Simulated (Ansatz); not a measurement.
# CuO (P1) in Ansatz: further runs, part 3 of 3

Ansatz 0.2.0.

## (5) Band structure, LDA+U (a zone-boundary wave of random shape, sigma 0.4 Å)

Contents of input.yaml:

```yaml
crystal:
  lattice:
    - [2.34185, -1.7113, 0.0]
    - [-1.49182, -1.7113, -5.05787]
    - [2.34185, 5.1339, 0.0]
  atoms:
    - { symbol: Cu, position: [0.32132716, 0.95657656, 0.29054178] }
    - { symbol: Cu, position: [0.67867284, 0.04342344, 0.70945822] }
    - { symbol: Cu, position: [0.3225567, 0.52186451, 0.68364633] }
    - { symbol: Cu, position: [0.6774433, 0.47813549, 0.31635367] }
    - { symbol: O, position: [0.41767164, 0.70732048, 0.00989985] }
    - { symbol: O, position: [0.41392836, 0.79267952, 0.65850015] }
    - { symbol: O, position: [0.22493959, 0.34816805, 0.07342398] }
    - { symbol: O, position: [0.94346041, 0.15183195, 0.25817602] }
hamiltonian:
  xc: lda
  pseudopotentials: { kind: paw }
  hubbard: { sites: [{ species: Cu, l: d, u_eff: 6.0 }] }
kpoints:
  mp_grid: { grid: [9, 5, 5] }
  band_path:
    path:
      - [[0.5, 0.0, 0.0], [0.0, 0.0, 0.0], [0.0, -0.5, 0.0]]
      - [[0.5, -0.5, 0.0], [0.0, 0.0, 0.0], [0.0, 0.5, -0.5]]
      - [[0.5, 0.5, -0.5], [0.0, 0.0, 0.0], [0.0, 0.0, -0.5]]
      - [[0.5, 0.0, -0.5], [0.0, 0.0, 0.0]]
    npoints: 10
scf:
  occupations: { method: fermi_dirac, width: 0.05 }
  n_extra_bands: 20
output:
  forces: true
  stress: true
  eigenvalues: true
  fatbands: false
  write_density: true
  write_potential: true
  elf: true
  volumetric_format: npy
```

Potentials or basis: Ansatz PAW.

Run with:

```sh
$ ansatz run input.yaml --threads 4 --pin off --max-ram 11264MiB --backend cpu --events-out ev --progress --plain --runs-dir out
```

Output:

```text
Warning: RAYON_NUM_THREADS=4 ignored (pool sized by the plan → 4); use --threads N
Cu: projections on atomic orbitals take those of the free atom [Ne] 3s2 3p6 3d10 4s1, of charge +0.00 (hamiltonian.pseudopotentials.projection_atoms); the dataset's partial waves leave at most 2.0e-6 of an orbital's norm unspanned inside its sphere
O: projections on atomic orbitals take those of the free atom [He] 2s2 2p4, of charge +0.00 (hamiltonian.pseudopotentials.projection_atoms); the dataset's partial waves leave at most 1.9e-8 of an orbital's norm unspanned inside its sphere
scf.n_extra_bands = 20 over 50 filled bands (N_el = 100.0): the run solves 70 bands
Engine: ansatz 0.2.0, aarch64-unknown-linux-gnu
Pseudopotentials: kind: paw
Pseudopotential: Cu, paw, valence charge 19, recommended cutoff 420 eV (normal), Cu.paw.azcp
Pseudopotential: O, paw, valence charge 6, recommended cutoff 420 eV (normal), O.paw.azcp
Functional definition: SPW92
  exchange = slater_x
  correlation = pw_c
Crystal: 8 atoms, lattice volume = 81.080 Å³
Basis set: ecut = 420 eV, 1587 PW (Γ)
Bands: 70, of which v1, the nominal top of the filled ones, is band 50 counted from 1 (49 counted from 0)
Symmetry: 1 space group operations
Space group: P1 (ITA 1), of the structure as read, at distance tolerance 4.3e-5 Å
k-points: 113 of 225 (time reversal used)
Non-local potential: Cu, projectors of the file, l = 0: 3, l = 1: 2, l = 2: 3, l = 3: 1
Non-local potential: O, projectors of the file, l = 0: 2, l = 1: 2, l = 2: 1
PAW form: soft (Blöchl's): semilocal exchange-correlation on the pseudo side does not see the compensation charge
PAW frozen core: Cu, regenerated for the run's functional, and the local potential with it (the file was generated under x = pbe(κ = 0.804, μ = 0.2195149727645171), c = pbe(β = 0.06672455060314922))
PAW frozen core: O, regenerated for the run's functional, and the local potential with it (the file was generated under x = pbe(κ = 0.804, μ = 0.2195149727645171), c = pbe(β = 0.06672455060314922))
PAW one-centre angular grid: Cu, 590 points (default); XC on 64 Gauss nodes
PAW one-centre angular grid: O, 110 points (default); XC on 64 Gauss nodes
Initial density: superposition of atomic densities (chi_scale 0.1, normalization cell, long waves of neutral atoms under a Hubbard term (reshape's long-wave potential 0.33 eV rms, cloud 1.98 Å wide))
Initial wavefunctions: pseudopotential atomic-orbital guess
Functional: x = slater, c = lda
SCF iter   1: F=—  HF=-28424.560326 eV  |F-HF|=—  |Δ(HF+E_count)|=         —  Δρ=1.28e-1  dr2=1.78e1  ethr=3.10e-3  ⟨swp⟩=5.7  Hψ=28526  notcnv=0  defer=167
preconditioner: auto → LDOS  [metal: Δε(μ)=0.010 eV  Ē_g=17.562 eV  σ=0.050 eV  W_gap=0.05  n_scr=34 (ndim 8)  ℏωp=34.0 eV  f_vac=0.012  D(μ)=4.10/eV (n_scr^D=38)  β→1.0]
SCF iter   2: F=—  HF=-28428.040330 eV  |F-HF|=—  |Δ(HF+E_count)|=    3.48e0  Δρ=2.90e-1  dr2=4.74e1  ethr=3.10e-3  ⟨swp⟩=3.2  Hψ=16294  notcnv=0  defer=1434  recentre
SCF iter   3: F=—  HF=-28423.738268 eV  |F-HF|=—  |Δ(HF+E_count)|=    4.30e0  Δρ=9.49e-2  dr2=9.01e0  ethr=3.10e-3  ⟨swp⟩=3.0  Hψ=16269  notcnv=0  defer=1393
SCF iter   4: F=—  HF=-28422.817627 eV  |F-HF|=—  |Δ(HF+E_count)|=   9.21e-1  Δρ=5.50e-2  dr2=2.74e0  ethr=3.10e-3  ⟨swp⟩=2.0  Hψ=9924  notcnv=0  defer=1420
[... 17 lines left out ...]
SCF iter  22: F=-28422.516423 eV  HF=-28422.516423 eV  |F-HF|=1.24e-8  |Δ(HF+E_count)|=   2.28e-8  Δρ=5.89e-6  dr2=1.51e-8  ethr=1.00e-10  ⟨swp⟩=12.8  Hψ=55561  notcnv=0
SCF 1 converged in 22 iterations: F = -28422.516423 eV  dr2 = 1.51e-8
NSCF: frozen V_eff on 74 k-points
SCF converged after 22 iterations
Free energy (F): -28422.516423 eV
Harris-Foulkes:  -28422.516423 eV  (|F-HF|=1.24e-8)
Internal energy: -28422.482553 eV  (E = F + TS)
E sigma→0 (E₀):  -28422.499488 eV
Entropy (-TS):   -0.033869 eV (-4.234 meV/atom)
Fermi energy:    11.007115 eV
--- Per-component energies (eV) ---
  E_band       = -1846.231619
  E_kinetic    = 1902.664894
  E_local      = -20471.034962  (includes V_loc(G=0)·N_el)
  E_nonlocal   = 1814.120267
  E_hartree    = 8911.639767
  E_xc         = -642.739017
  E_vxc        = -830.363827  (∫ρ·V_xc dr)
  E_hubbard    = 4.565807  (on-site DFT+U / exact-exchange correction)
  E_vhub       = -105.805954  (the Hubbard potential's part of the band-sum identity)
  E_paw        = -6975.881464  (= ΣΔE_a)
  E_vpaw       = -1979.111157  (= ΣTr[D̂ρ^β])
  E_aug_tail   = 0.010687  (compensation charges beyond the density's cutoff)
  E_ewald      = -12968.014858
  E_core_change = 2.186326  (= ΣΔE_core)
  E_smearing   = -0.033869  (= −TS)
  E_closure    = -0.000000  (closes the sum)
  Σ components = -28422.516423   (vs F -28422.516423, Δ=0.00e0)
--- Forces (eV/Å), atoms counted from 1 ---
  atom   1  Cu     3.63511670    -0.36286454     2.57730888
  atom   2  Cu     5.18441396    -5.38747613   -14.07686936
  atom   3  Cu     0.15881297     1.95947169     8.03765880
  atom   4  Cu     5.34821274     0.20170269    -3.16447526
  atom   5  O      1.95489101     1.90391297     1.19546524
  atom   6  O     -5.56930344     1.82837625     6.85619588
  atom   7  O     -6.90189081    -1.45324131     2.51299174
  atom   8  O     -3.81021920     1.31005208    -3.93826591
  max |Σ_I F_I| component: 6.63e-5 eV/Å
--- Stress (GPa, compression-positive) ---
       37.247471       1.448671      -3.008117
        1.448675      25.770731      17.826610
       -3.008119      17.826606      66.712502
  P = ⅓ Tr σ = 43.2436 GPa (432.436 kbar)
--- Band table (eV; the first three rows and the last of 113) ---
  k-point 0: bands = ["-100.2778", "-99.6920", "-99.5180", "-99.4365", "-58.3801", "-58.1969", "-57.8415", "-57.8213", "-57.8204", "-57.6085", "-57.5255", "-57.2994", "-57.2637", "-57.2308", "-57.0811", "-57.0457", "-9.1022", "-8.4572", "-6.9919", "-6.5424", "2.1567", "2.9647", "3.2601", "3.8827", "3.9864", "4.1906", "4.4336", "4.7957", "5.1882", "5.4309", "5.6450", "5.7702", "5.8610", "6.0723", "6.2752", "6.4179", "6.7019", "6.8890", "7.0946", "7.2638", "7.5331", "7.9592", "8.2483", "9.0492", "9.3743", "10.0505", "10.2767", "10.4934", "10.7240", "11.1041", "11.1856", "11.5730", "11.7452", "15.7940", "16.2073", "18.3719", "19.7957", "20.9878", "21.2424", "24.4612", "24.5940", "25.3357", "26.5141", "26.6424", "27.5851", "28.3579", "29.2339", "29.4886", "30.1499", "30.5990"]
  k-point 1: bands = ["-100.2776", "-99.6919", "-99.5178", "-99.4363", "-58.3801", "-58.1969", "-57.8415", "-57.8213", "-57.8204", "-57.6085", "-57.5255", "-57.2995", "-57.2637", "-57.2309", "-57.0811", "-57.0457", "-9.0555", "-8.4970", "-7.0162", "-6.5342", "2.1679", "2.8963", "3.3155", "3.7724", "3.9708", "4.2788", "4.4914", "4.9186", "5.1812", "5.3926", "5.6170", "5.7780", "5.8843", "6.0823", "6.2802", "6.4688", "6.7309", "6.9024", "7.0583", "7.2332", "7.4802", "8.0571", "8.2840", "8.8273", "9.2308", "10.0681", "10.1836", "10.5050", "10.7106", "10.9622", "11.2147", "11.6524", "12.1159", "15.6432", "16.1523", "18.2704", "19.9175", "20.7134", "21.9963", "23.9195", "24.3994", "25.4404", "26.1703", "27.1769", "27.6735", "28.4921", "28.7203", "29.5305", "30.0583", "30.4430"]
  k-point 2: bands = ["-100.2774", "-99.6916", "-99.5175", "-99.4361", "-58.3802", "-58.1969", "-57.8415", "-57.8213", "-57.8205", "-57.6086", "-57.5255", "-57.2995", "-57.2639", "-57.2309", "-57.0811", "-57.0458", "-8.9589", "-8.5825", "-7.0525", "-6.5236", "2.1843", "2.8347", "3.3360", "3.5963", "4.0847", "4.4033", "4.5096", "5.0077", "5.1902", "5.3758", "5.6361", "5.7768", "5.9087", "6.1639", "6.3606", "6.5108", "6.7559", "6.8616", "7.0054", "7.1473", "7.4450", "8.0890", "8.3296", "8.5433", "9.0996", "9.9991", "10.1376", "10.4947", "10.6636", "10.7592", "11.2734", "11.7908", "12.8084", "15.0495", "16.1824", "18.1381", "20.0817", "20.9432", "22.5414", "23.6790", "24.0738", "24.9131", "26.1993", "27.1323", "27.6435", "28.5740", "29.0516", "29.4894", "30.1055", "30.5108"]
  k-point 112: bands = ["-100.2774", "-99.6909", "-99.5168", "-99.4363", "-58.3794", "-58.1961", "-57.8437", "-57.8337", "-57.8269", "-57.6126", "-57.5244", "-57.3062", "-57.2638", "-57.2301", "-57.0901", "-57.0533", "-8.6520", "-7.9871", "-6.9973", "-6.3182", "2.1534", "3.0229", "3.2364", "3.3990", "3.6359", "4.0202", "4.4414", "4.9993", "5.1982", "5.3363", "5.4299", "5.8333", "5.9957", "6.1934", "6.4247", "6.8295", "6.9255", "7.1815", "7.2919", "7.3412", "7.6604", "7.9007", "8.1993", "8.6619", "9.0063", "9.3711", "9.7199", "9.9876", "10.3932", "10.8280", "11.2736", "11.6024", "13.9339", "15.6163", "16.5418", "17.6426", "19.3711", "19.5804", "21.0608", "22.1095", "22.4569", "23.7957", "24.5184", "26.2510", "26.5243", "27.4691", "27.6862", "28.5796", "29.4653", "29.9743"]
Occupation matrices written to <dir>
```

It took 51 s on 4 threads of Arm Neoverse V2, shared host; peak memory 1 GiB.

What came out:

```
Free energy            : -28422.5164 eV
Pressure               : 43.2 GPa
Largest force          : 15.939 eV/Å
Band gap on the k mesh : none (metal or under the smearing width)
```

Forces in eV/Å, atoms in the order of the input:
```
Cu    3.635  -0.363   2.577
Cu    5.184  -5.387 -14.077
Cu    0.159   1.959   8.038
Cu    5.348   0.202  -3.164
O     1.955   1.904   1.195
O    -5.569   1.828   6.856
O    -6.902  -1.453   2.513
O    -3.810   1.310  -3.938
```

Levels at the corners of the path, in eV from the Fermi level:
```
point  band 48  band 49  band 50  band 51  band 52  band 53
    X    -0.74    -0.71    -0.35    -0.02     0.77     3.28
    Γ    -0.51    -0.28     0.10     0.18     0.57     0.74
    Y    -0.50    -0.40     0.11     0.39     0.63     1.72
    L    -0.85    -0.65    -0.19     0.48     0.83     3.07
    Γ    -0.51    -0.28     0.10     0.18     0.57     0.74
    Z    -0.83    -0.59    -0.39    -0.06     0.61     2.00
    N    -1.09    -0.70    -0.35     0.06     0.57     3.43
    Γ    -0.51    -0.28     0.10     0.18     0.57     0.74
    M    -0.52    -0.36    -0.25     0.27     0.80     1.96
    R    -1.09    -0.48    -0.44    -0.10     0.44     2.85
    Γ    -0.51    -0.28     0.10     0.18     0.57     0.74
```

Eigenvalues of the final occupation matrices:
```csv
site,spin,trace,eigenvalues
site 1,1,4.77,0.89 0.94 0.97 0.98 0.99
site 2,1,4.82,0.88 0.97 0.98 0.99 1.00
site 3,1,4.77,0.82 0.97 0.99 0.99 0.99
site 4,1,4.80,0.87 0.97 0.97 0.99 0.99
```

Caveat: a pressure of tens of GPa on the cell as given is suspect, and the run, the potentials or the cell itself is likely at fault; the pressure holds a Pulay correction of +0.9 GPa for the finite cutoff; the run has no spin polarisation, though such a crystal can be magnetic; U without spin polarisation on a metal has little footing; the PAW data sets come from PBE, with cores solved anew for the run's functional, which leaves a small shift of forces and pressure; forces of over 1 eV/Å show positions far from the minimum, so gaps and moduli don't describe the material at rest.

## (6) Band structure, LDA+U (a zone-boundary wave of random shape, sigma 0.4 Å)

input.yaml, as its differences from that of step 5:

```diff
@@ -17,3 +17,3 @@
   pseudopotentials: { kind: paw }
-  hubbard: { sites: [{ species: Cu, l: d, u_eff: 6.0 }] }
+  hubbard: { sites: [{ species: Cu, l: d, u_eff: 8.0 }] }
 kpoints:
@@ -35,5 +35 @@
   fatbands: false
-  write_density: true
-  write_potential: true
-  elf: true
-  volumetric_format: npy
```

Potentials or basis: Ansatz PAW.

Run with:

```sh
$ ansatz run input.yaml --threads 4 --pin off --max-ram 11264MiB --backend cpu --events-out ev --progress --plain --runs-dir out
```

Run time: 50 s. Hardware: 4 threads of Arm Neoverse V2, shared host; peak memory 0.87 GiB.

The run converged. Its results:

```yaml
Free_energy: -28421.0688 eV
Pressure: 44.9 GPa
Largest_force: 16.309 eV/Å
Band_gap_on_the_k_mesh: none (metal or under the smearing width)
```

Forces in eV/Å, atoms in the order of the input:
```
Cu    3.868  -0.167   2.636
Cu    5.276  -5.571 -14.391
Cu    0.072   1.909   8.309
Cu    5.595   0.319  -3.437
O     2.017   1.851   1.337
O    -5.673   1.995   7.070
O    -7.185  -1.478   2.627
O    -3.968   1.142  -4.151
```

Stress tensor (GPa, compression positive):
```
39.25  1.34 -3.42
 1.34 26.13 16.80
-3.42 16.80 69.22
```

Levels at the corners of the path, in eV from the Fermi level:
```csv
point,band 48,band 49,band 50,band 51,band 52,band 53
X,-0.76,-0.73,-0.35,0.01,0.77,3.48
Γ,-0.53,-0.27,0.11,0.17,0.65,0.79
Y,-0.50,-0.40,0.10,0.40,0.63,1.86
L,-0.88,-0.69,-0.22,0.52,0.81,3.29
Γ,-0.53,-0.27,0.11,0.17,0.65,0.79
Z,-0.85,-0.59,-0.40,-0.05,0.64,2.13
N,-1.11,-0.72,-0.34,0.05,0.59,3.64
Γ,-0.53,-0.27,0.11,0.17,0.65,0.79
M,-0.54,-0.36,-0.24,0.28,0.81,2.09
R,-1.15,-0.47,-0.46,-0.11,0.47,3.06
Γ,-0.53,-0.27,0.11,0.17,0.65,0.79
```

Eigenvalues of the final occupation matrices:
| site | spin | trace | eigenvalues |
| --- | --- | --- | --- |
| site 1 | 1 | 4.80 | 0.90 0.95 0.97 0.98 0.99 |
| site 2 | 1 | 4.84 | 0.90 0.97 0.98 0.99 1.00 |
| site 3 | 1 | 4.78 | 0.83 0.98 0.99 0.99 0.99 |
| site 4 | 1 | 4.82 | 0.88 0.97 0.98 0.99 1.00 |

Caveat: a pressure of tens of GPa on the cell as given is suspect, and the run, the potentials or the cell itself is likely at fault; the pressure holds a Pulay correction of +0.9 GPa for the finite cutoff; the run has no spin polarisation, though such a crystal can be magnetic; U without spin polarisation on a metal has little footing; the PAW data sets come from PBE, with cores solved anew for the run's functional, which leaves a small shift of forces and pressure; forces of over 1 eV/Å show positions far from the minimum, so gaps and moduli don't describe the material at rest.

## (7) The runs side by side

| U | gap on the mesh (eV) | pressure (GPa) | largest force (eV/Å) |
| --- | --- | --- | --- |
| Cu d U = 3 eV | none | 41.1 | 15.40 |
| Cu d U = 4 eV | none | 41.8 | 15.58 |
| Cu d U = 5 eV | none | 42.5 | 15.76 |
| Cu d U = 6 eV | none | 43.2 | 15.94 |
| Cu d U = 8 eV | none | 44.9 | 16.31 |

Alike in all rows: task band structure; level LDA+U; potentials or basis Ansatz PAW; no spin polarisation; cell a zone-boundary wave of random shape, sigma 0.4 Å; k mesh 9 × 5 × 5; cutoff (eV) 420; smearing fermi-dirac 0.05 eV.

Caveats: a pressure of tens of GPa on the cell as given is suspect, and the run, the potentials or the cell itself is likely at fault; the run has no spin polarisation, though such a crystal can be magnetic; U without spin polarisation on a metal has little footing; the PAW data sets come from PBE, with cores solved anew for the run's functional, which leaves a small shift of forces and pressure; forces of over 1 eV/Å show positions far from the minimum, so gaps and moduli don't describe the material at rest.

Absolute energies hang on the potentials; compare differences alone.
